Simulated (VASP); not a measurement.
# Sb (R-3m) in VASP: further runs

One crystal, Sb, is run at these levels: rev-vdW-DF2, PBE+D3(BJ), PBE; tasks: band structure.

All numbers are computed with VASP 6.6.1; they aren't measurements. Logs are shortened: lines on timing, memory, paths and dates and some standing lists are left out, and cuts for length are marked.

**1. The crystal as given**

It takes space group R-3m (No. 166, trigonal). Conventional cell: a = 4.363 Å, b = 4.363 Å, c = 11.315 Å, α = 90.00°, β = 90.00°, γ = 120.00°. Sb (site symmetry 3m) has 6 Sb at 2.95 to 3.36 Å as nearest neighbours.

**2. Band structure, rev-vdW-DF2**

File INCAR:

```
SYSTEM = Sb
PREC = Accurate ; ENCUT = 520
EDIFF = 1E-6 ; ISMEAR = 1
SIGMA = 0.1 ; LREAL = .FALSE.
LASPH = .TRUE. ; NELM = 80
ALGO = Normal ; ISIF = 2
LWAVE = .FALSE. ; LCHARG = .FALSE.
GGA = MK ; LUSE_VDW = .TRUE.
AGGAC = 0.0 ; PARAM1 = 0.1234
PARAM2 = 0.711357 ; ZAB_VDW = -1.8867
NBANDS = 12 ; ICORELEVEL = 1
```

File KPOINTS:

```
regular mesh
0
G
  12 12 10
  0 0 0
```

File POSCAR:

```
Sb                                      
1.0
    2.1812746344      1.2593594974      3.7715458413
   -2.1812746344      1.2593594974      3.7715458413
    0.0000000000     -2.5187189949      3.7715458413
  Sb            
     2
Direct
     0.2347955343526849    0.2347955343526849    0.2347955343526849
     0.7652044656473151    0.7652044656473151    0.7652044656473151
```

File KPOINTS_OPT:

```
explicit points
143
Reciprocal
 0.0000000000  0.0000000000  0.0000000000 1
 0.0357142857  0.0000000000  0.0000000000 1
 0.0714285714  0.0000000000  0.0000000000 1
 0.1071428571  0.0000000000  0.0000000000 1
 0.1428571429  0.0000000000  0.0000000000 1
 0.1785714286  0.0000000000  0.0000000000 1
[... 135 lines left out ...]
 0.6301563178  0.6301563178  0.2396873643 1
 0.6301563178  0.3698436822  0.0000000000 1
```

Potentials or basis: VASP PAW PBE potentials, release 64 (Sb).

The run is started by

```console
$ cat potpaw_PBE.64/Sb/POTCAR > POTCAR
$ mpirun -np 1 vasp_std > vasp.out
```

OUTCAR:

```text
SYSTEM = Sb
   PREC = Accurate
   ENCUT = 520
   EDIFF = 1E-6
   ISMEAR = 1
   LREAL = .FALSE.
   LASPH = .TRUE.
   NELM = 80
   ISIF = 2
   GGA = MK

 ion  position               nearest neighbor table
   1  0.235  0.235  0.235-   2 2.95   2 2.95   2 2.95   2 3.36   2 3.36   2 3.36
   2  0.765  0.765  0.765-   1 2.95   1 2.95   1 2.95   1 3.36   1 3.36   1 3.36

  LATTYP: Found a trigonal (rhomboedric) cell.
 ALAT       =     4.5352511956
 COS(alpha) =     0.5373548637

  Lattice vectors:

 A1 = (   2.1812746344,   1.2593594974,   3.7715458413)
 A2 = (  -2.1812746344,   1.2593594974,   3.7715458413)
 A3 = (   0.0000000000,  -2.5187189949,   3.7715458413)

Analysis of symmetry for initial positions (statically):
=====================================================================
 Subroutine PRICEL returns:
 Original cell was already a primitive cell.

 Routine SETGRP: Setting up the symmetry group for a
 trigonal (rhombohedral) supercell.

 Subroutine GETGRP returns: Found 12 space group operations
 (whereof 12 operations were pure point group operations)
 out of a pool of 12 trial point group operations.

The static configuration has the point symmetry D_3d.

Analysis of symmetry for dynamics (positions and initial velocities):
=====================================================================
 Subroutine PRICEL returns:
 Original cell was already a primitive cell.

 Routine SETGRP: Setting up the symmetry group for a
 trigonal (rhombohedral) supercell.

 Subroutine GETGRP returns: Found 12 space group operations
 (whereof 12 operations were pure point group operations)
 out of a pool of 12 trial point group operations.

The dynamic configuration has the point symmetry D_3d.

 Subroutine INISYM returns: Found 12 space group operations
 (whereof 12 operations are pure point group operations),
 and found     1 'primitive' translations

----------------------------------------------------------------------------------------

                                     Primitive cell

  volume of cell :      62.1628

  direct lattice vectors                    reciprocal lattice vectors
     2.181274634  1.259359497  3.771545841     0.229223772  0.132342407  0.088381090
    -2.181274634  1.259359497  3.771545841    -0.229223772  0.132342407  0.088381090
     0.000000000 -2.518718995  3.771545841     0.000000000 -0.264684813  0.088381090

  length of vectors
     4.535251196  4.535251196  4.535251196     0.279050654  0.279050654  0.279050654

  position of ions in fractional coordinates (direct lattice)
     0.234795534  0.234795534  0.234795534
     0.765204466  0.765204466  0.765204466

  ion indices of the primitive-cell ions
   primitive index   ion index
                 1           1
                 2           2

----------------------------------------------------------------------------------------

 KPOINTS: regular mesh

Automatic generation of k-mesh.
 Grid dimensions read from file:
 generate k-points for:   12   12   10

 Generating k-lattice:

  Cartesian coordinates                     Fractional coordinates (reciprocal lattice)
     0.019101981  0.011028534  0.007365091     0.083333333  0.000000000  0.000000000
    -0.019101981  0.011028534  0.007365091     0.000000000  0.083333333  0.000000000
     0.000000000 -0.026468481  0.008838109     0.000000000  0.000000000  0.100000000

  Length of vectors
     0.023254221  0.023254221  0.027905065

  Shift w.r.t. Gamma in fractional coordinates (k-lattice)
     0.000000000  0.000000000  0.000000000

 -----------------------------------------------------------------------------
|                                                                             |
|           W    W    AA    RRRRR   N    N  II  N    N   GGGG   !!!           |
|           W    W   A  A   R    R  NN   N  II  NN   N  G    G  !!!           |
|           W    W  A    A  R    R  N N  N  II  N N  N  G       !!!           |
|           W WW W  AAAAAA  RRRRR   N  N N  II  N  N N  G  GGG   !            |
|           WW  WW  A    A  R   R   N   NN  II  N   NN  G    G                |
|           W    W  A    A  R    R  N    N  II  N    N   GGGG   !!!           |
|                                                                             |
|     Your reciprocal lattice and k-lattice belong to different lattice       |
|     classes:                                                                |
|                                                                             |
|        The reciprocal lattice is rhombohedral (trigonal),                   |
|        whereas your k-lattice is base-centered monoclinic.                  |
|                                                                             |
|     Results are often still useful ...                                      |
|                                                                             |
 -----------------------------------------------------------------------------

 WARNING: IBZKPT: internal override: KBLOWUP is changed to .FALSE.
      ... skipping the blow-up phase ...

 Subroutine IBZKPT returns following result:
 ===========================================

 Found    391 irreducible k-points:

 Following reciprocal coordinates:
            Coordinates               Weight
  0.000000  0.000000  0.000000      1.000000
  0.083333 -0.000000  0.000000      4.000000
  0.166667 -0.000000  0.000000      4.000000
  0.250000 -0.000000 -0.000000      4.000000
  0.333333  0.000000 -0.000000      4.000000
  0.416667 -0.000000  0.000000      4.000000
[... 16 lines left out ...]
  0.500000  0.166667 -0.000000      8.000000
 -0.416667  0.166667 -0.000000      4.000000
 [... further k-points ...]
   k-points           NKPTS =    391   k-points in BZ     NKDIM =    391   number of bands    NBANDS=     12
   number of dos      NEDOS =    301   number of ions     NIONS =      2
   total plane-waves  NPLWV =  46656
   dimension x,y,z NGX =    36 NGY =   36 NGZ =   36
   dimension x,y,z NGXF=    72 NGYF=   72 NGZF=   72
   ions per type =               2
   NGX,Y,Z   is equivalent  to a cutoff of  13.20, 13.20, 13.20 a.u.
   NGXF,Y,Z  is equivalent  to a cutoff of  26.39, 26.39, 26.39 a.u.
 SYSTEM =  Sb
   PREC   = accura    normal or accurate (medium, high low for compatibility)
   ISTART =      0    job   : 0-new  1-cont  2-samecut
   ICHARG =      2    charge: 1-file 2-atom 10-const
   ISPIN  =      1    spin polarized calculation?
   LNONCOLLINEAR =      F non collinear calculations
   LSORBIT =      F    spin-orbit coupling
   LASPH  =      T    aspherical Exc in radial PAW
   ENCUT  =  520.0 eV  38.22 Ry    6.18 a.u.   8.43  8.43  8.43*2*pi/ulx,y,z
   NELM   =     80;   NELMIN=  2; NELMDL= -5     # of ELM steps
   EDIFF  = 0.1E-05   stopping-criterion for ELM
   LREAL  =      F    real-space projection
   EDIFFG = 0.1E-04   stopping-criterion for IOM
   NSW    =      0    number of steps for IOM
   IBRION =     -1    ionic relax: 0-MD 1-quasi-New 2-CG
   NFREE  =      0    steps in history (QN), initial steepest desc. (CG)
   ISIF   =      2    stress and relaxation
   ISYM   =      2    0-nonsym 1-usesym 2-fastsym
   POTIM  = 0.5000    time-step for ionic-motion
   TEBEG  =    0.0;   TEEND  =   0.0 temperature during run
   PSTRESS=    0.0 pullay stress
   NELECT =      10.0000    total number of electrons
   NUPDOWN=      -1.0000    fix difference up-down
   EMIN   =  10.00;   EMAX   =-10.00  energy-range for DOS
   EFERMI =   0.00;   METHOD = LEGACY
   ISMEAR =     1;   SIGMA  =   0.10  broadening in eV -4-tet -1-fermi 0-gaus
   EFERMI_NEDOS =   21; number of points for ismear=-14 and -15
   IALGO  =     38    algorithm
   IMIX   =      4    mixing-type and parameters
     AMIX     =   0.40;   BMIX     =  1.00
     AMIX_MAG =   1.60;   BMIX_MAG =  1.00
  volume/ion in A,a.u.               =      31.08       209.75
  Fermi-wavevector in a.u.,A,eV,Ry     =   0.890358  1.682532 10.785843  0.792737
  Thomas-Fermi vector in A             =   2.012038
   LORBIT       =      0    0 simple, 1 ext, 2 COOP (PROOUT), +10 PAW based schemes
   GGA     = MK    functional components
   LHFCALC =     F    Hartree Fock is set to
   AEXX    =    0.0000 exact exchange contribution
   IVDW_NL    =     1    kernel type
   BPARAM     = 6.3000
   IVDW    =     0    specifies the selected vdW correction
   LEPSILON=     F    determine dielectric tensor
   LRPA    =     F    only Hartree local field effects (RPA)
 non-spin polarized calculation
 Methfessel and Paxton  Order N= 1 SIGMA  =   0.10
  energy-cutoff  :      520.00
  volume of cell :       62.16
 maximum number of plane-waves:      1690
 NGX is ok and might be reduce to    36
   NGX = 17   NGY = 17   NGZ = 17

 number of electron      10.0000000 magnetization

 Free energy of the ion-electron system (eV)
  ---------------------------------------------------
  ext. energy  EPLUGINS =         0.00000000
  ---------------------------------------------------
  free energy    TOTEN  =        -4.92032311 eV

  energy without entropy =       -4.92052408  energy(sigma->0) =       -4.92039010

 the core state eigenenergies are
   1-  1s -30286.5411  2s  -4598.4704  2p  -4126.5815  3s   -892.1791  3p   -738.4324
       3d   -504.0040  4s   -137.2227  4p    -90.1952  4d    -21.9946
   2-  1s -30286.5411  2s  -4598.4704  2p  -4126.5815  3s   -892.1791  3p   -738.4324
       3d   -504.0040  4s   -137.2227  4p    -90.1952  4d    -21.9946

 E-fermi :   6.7916     XC(G=0):  -9.4327

 val. band max:        6.7759398244   @ k =   0.0833   0.0833   0.4000
 cond. band min:       6.8039969980   @ k =   0.0833   0.0833   0.4000
 fundamental gap:      0.0280571736
 Fermi energy:         6.7916261388

 k-point     1 :       0.0000    0.0000    0.0000
  band No.  band energies     occupation
      1      -5.6485      2.00000
      2       1.8153      2.00000
      3       4.8707      2.00000
      4       5.0930      2.00000
      5       5.0930      2.00000
      6       8.9863      0.00000
      7       9.4929      0.00000
      8       9.4929      0.00000
      9      11.9253      0.00000
     10      11.9253      0.00000
     11      12.0313      0.00000
     12      13.5392      0.00000

 k-point     2 :       0.0833   -0.0000    0.0000
  band No.  band energies     occupation
      1      -5.5746      2.00000
      2       1.5041      2.00000
      3       4.9010      2.00000
      4       5.0803      2.00000
      5       5.2082      2.00000
      6       8.9228      0.00000
      7       9.2774      0.00000
      8       9.2987      0.00000
      9      11.6207      0.00000
     10      11.9045      0.00000
     11      11.9539      0.00000
     12      14.0549      0.00000

 k-point     3 :       0.1667   -0.0000    0.0000
  band No.  band energies     occupation
      1      -5.3537      2.00000
      2       0.7506      2.00000
      3       4.9215      2.00000
      4       5.0522      2.00000
      5       5.4856      2.00000
      6       8.6115     -0.00000
      7       8.7754     -0.00000
      8       8.8106      0.00000
      9      11.4546      0.00000
     10      11.9569      0.00000
     11      12.2480      0.00000
     12      15.1522      0.00000
[... 211 lines left out ...]
 k-point    18 :      -0.0833    0.0833    0.0000
  band No.  band energies     occupation
      1      -5.4481      2.00000
      2       1.0873      2.00000
      3       4.6610      2.00000
      4       5.1675      2.00000
      5       5.4771      2.00000
      6       8.6116     -0.00000
      7       8.6616     -0.00000
      8       9.5309      0.00000
      9      11.2892      0.00000
     10      11.9459      0.00000
     11      12.3608      0.00000
     12      14.0430      0.00000

 k-point    19 :       0.1667    0.1667    0.0000
  band No.  band energies     occupation
      1      -5.2747      2.00000
      2       0.7137      2.00000
      3       4.2564      2.00000
      4       4.5074      2.00000
      5       6.3076      2.00000
      6       7.4889     -0.00000
      7       9.2564      0.00000
      8       9.9735      0.00000
      9      11.1321      0.00000
     10      12.6908      0.00000
     11      12.9888      0.00000
     12      14.1519      0.00000

 k-point    20 :       0.2500    0.1667    0.0000
  band No.  band energies     occupation

------------------------ aborting loop because EDIFF is reached ----------------------------------------

  FORCE on cell =-STRESS in cart. coord.  units (eV):
  Direction    XX          YY          ZZ          XY          YZ          ZX
  --------------------------------------------------------------------------------------
  -------------------------------------------------------------------------------------
  Total        0.0007480      0.0007480      0.0010911      0.0000000     -0.0000000     -0.0000000
  in kB        0.0192777      0.0192777      0.0281219      0.0000000     -0.0000000     -0.0000000
  external PRESSURE =       0.0222258 kB  Pullay stress =       0.0000000 kB

 VOLUME and BASIS-vectors are now :
 -----------------------------------------------------------------------------
  energy-cutoff  :      520.00
  volume of cell :       62.16
      direct lattice vectors                 reciprocal lattice vectors
     2.181274634  1.259359497  3.771545841     0.229223772  0.132342407  0.088381090
    -2.181274634  1.259359497  3.771545841    -0.229223772  0.132342407  0.088381090
     0.000000000 -2.518718995  3.771545841     0.000000000 -0.264684813  0.088381090

 POSITION                                       TOTAL-FORCE (eV/Angst)
 -----------------------------------------------------------------------------------
      0.00000     -0.00000      2.65663         0.000000     -0.000000      0.000858
      0.00000     -0.00000      8.65801         0.000000      0.000000     -0.000858
 -----------------------------------------------------------------------------------
    total drift:                               -0.000000     -0.000000      0.000000

  FREE ENERGIE OF THE ION-ELECTRON SYSTEM (eV)
  ---------------------------------------------------
  free  energy   TOTEN  =        -4.9203231114 eV

  energy  without entropy=       -4.9205240754  energy(sigma->0) =       -4.92039010

Total vdW correction in eV:      2.2382696
```

It took 2.1 min on 1 thread of Intel Xeon 6975P-C (Granite Rapids), shared host; peak memory 0.65 GiB.

Results:

```
Free energy             : -4.9203 eV
Pressure                : 0.0 GPa
Band gap along the path : none (metal or under the smearing width)
```

Levels at the corners of the path, in eV from the Fermi level:
```tsv
point	band 3	band 4	band 5	band 6	band 7	band 8
Γ	-1.92	-1.70	-1.70	2.19	2.70	2.70
L	-1.74	-1.62	-0.25	-0.18	0.22	0.47
L	-1.74	-1.62	-0.25	-0.18	0.22	0.47
B1	-4.75	-4.63	-0.64	0.65	4.66	4.71
B	-4.75	-4.63	-0.64	0.65	4.66	4.71
Z	-1.18	-1.18	-0.49	0.13	0.13	1.01
Z	-1.18	-1.18	-0.49	0.13	0.13	1.01
Γ	-1.92	-1.70	-1.70	2.19	2.70	2.70
Γ	-1.92	-1.70	-1.70	2.19	2.70	2.70
X	-5.05	-3.01	-2.78	2.76	3.13	4.22
Q	-5.05	-3.01	-2.78	2.76	3.13	4.22
F	-5.25	-3.57	-3.49	1.75	4.79	5.32
F	-5.25	-3.57	-3.49	1.75	4.79	5.32
P1	-5.11	-3.05	-2.63	2.58	3.11	4.52
P1	-5.11	-3.05	-2.63	2.58	3.11	4.52
Z	-1.18	-1.18	-0.49	0.13	0.13	1.01
L	-1.74	-1.62	-0.25	-0.18	0.22	0.47
P	-5.11	-3.05	-2.63	2.58	3.11	4.52
```

Core levels (eV, on the scale of the bands):
```tsv
atom	levels
1 Sb	1s -30286.5, 2s -4598.5, 2p -4126.6, 3s -892.2, 3p -738.4, 3d -504.0, 4s -137.2, 4p -90.2, 4d -22.0
2 Sb	1s -30286.5, 2s -4598.5, 2p -4126.6, 3s -892.2, 3p -738.4, 3d -504.0, 4s -137.2, 4p -90.2, 4d -22.0
```

Caveat: the PAW data sets were made with another functional, which shifts forces and pressure a little; spin-orbit coupling is left out, which moves the levels of the heavy elements.

**3. Band structure, PBE+D3(BJ)**

This run uses another cell than the first one, of 29.68 Å³/atom, 0.955 times its volume.

File INCAR:

```
PREC = Accurate ; ENCUT = 520
EDIFF = 1E-6 ; ISMEAR = 1
SIGMA = 0.1 ; LREAL = F
LASPH = T ; NELM = 80
ALGO = Normal ; ISIF = 2
LWAVE = F ; LCHARG = F
GGA = PE ; IVDW = 12
NBANDS = 12 ; ICORELEVEL = 1
```

File KPOINTS:

```
regular mesh
0
Gamma
  12 12 10
```

File POSCAR:

```
Sb                                      
1.0
    2.1611916993      1.2477646095      3.6688437273
   -2.1611916993      1.2477646095      3.6688437273
   -0.0000000000     -2.4955292189      3.6688437273
  Sb            
     2
Direct
     0.2369895602847499    0.2369895602847499    0.2369895602847499
     0.7630104397152501    0.7630104397152501    0.7630104397152501
```

File KPOINTS_OPT:

```
explicit points
188
Reciprocal
 0.0000000000  0.0000000000  0.0000000000 1
 0.0263157895  0.0000000000  0.0000000000 1
 0.0526315789  0.0000000000  0.0000000000 1
 0.0789473684  0.0000000000  0.0000000000 1
 0.1052631579  0.0000000000  0.0000000000 1
 0.1315789474  0.0000000000  0.0000000000 1
[... 180 lines left out ...]
 0.6301563178  0.6301563178  0.2396873643 1
 0.6301563178  0.3698436822  0.0000000000 1
```

Potentials or basis: VASP PAW PBE potentials, release 64 (Sb).

The run is started by

```console
$ cat potpaw_PBE.64/Sb/POTCAR > POTCAR
$ mpirun -np 1 vasp_std > vasp.out
```

It took 4 min on 1 thread of Intel Xeon Platinum 8259CL at 2.50GHz (Skylake/Cascade Lake), shared host; peak memory 0.51 GiB.

The run converged. Its results:

```
Free energy                : -9.2023 eV
Pressure                   : 0.0 GPa
Band gap along the path    : none (metal or under the smearing width)
Dispersion energy per atom : -0.481 eV
```

Forces in eV/Å, atoms in the order of the input:
```
Sb   0.000  0.000 -0.003
Sb   0.000  0.000  0.003
```

Levels at the corners of the path, in eV from the Fermi level:
```
point  band 2  band 3  band 4  band 5  band 6  band 7  band 8  band 9
    Γ   -4.62   -1.92   -1.77   -1.77    2.47    2.91    2.91    4.97
    L   -9.68   -1.65   -1.48   -0.28   -0.09    0.27    0.27    7.98
    L   -9.68   -1.65   -1.48   -0.28   -0.09    0.27    0.27    7.98
   B1   -9.04   -5.00   -4.89   -0.48    0.61    4.76    4.81    6.17
    B   -9.04   -5.00   -4.89   -0.48    0.61    4.76    4.81    6.17
    Z   -9.15   -1.18   -1.18   -0.36   -0.04   -0.04    0.96    7.46
    Z   -9.15   -1.18   -1.18   -0.36   -0.04   -0.04    0.96    7.46
    Γ   -4.62   -1.92   -1.77   -1.77    2.47    2.91    2.91    4.97
    Γ   -4.62   -1.92   -1.77   -1.77    2.47    2.91    2.91    4.97
    X   -9.04   -5.32   -3.14   -2.83    2.91    3.43    4.10    6.19
    Q   -9.04   -5.32   -3.14   -2.83    2.91    3.43    4.10    6.19
    F   -7.80   -5.56   -3.74   -3.68    1.70    5.14    5.51    7.22
    F   -7.80   -5.56   -3.74   -3.68    1.70    5.14    5.51    7.22
   P1   -8.71   -5.38   -3.21   -2.75    2.80    3.25    4.50    6.31
   P1   -8.71   -5.38   -3.21   -2.75    2.80    3.25    4.50    6.31
    Z   -9.15   -1.18   -1.18   -0.36   -0.04   -0.04    0.96    7.46
    L   -9.68   -1.65   -1.48   -0.28   -0.09    0.27    0.27    7.98
    P   -8.71   -5.38   -3.21   -2.75    2.80    3.25    4.50    6.31
```

Core levels (eV, on the scale of the bands):
```
atom                                                                                               levels
1 Sb  1s -30286.3, 2s -4598.2, 2p -4126.3, 3s -891.9, 3p -738.2, 3d -503.8, 4s -137.0, 4p -90.0, 4d -21.8
2 Sb  1s -30286.3, 2s -4598.2, 2p -4126.3, 3s -891.9, 3p -738.2, 3d -503.8, 4s -137.0, 4p -90.0, 4d -21.8
```

Caveat: spin-orbit coupling is left out, which moves the levels of the heavy elements; pairwise dispersion overbinds metals, which lowers pressure and volume.

[end of part 1 of 2]
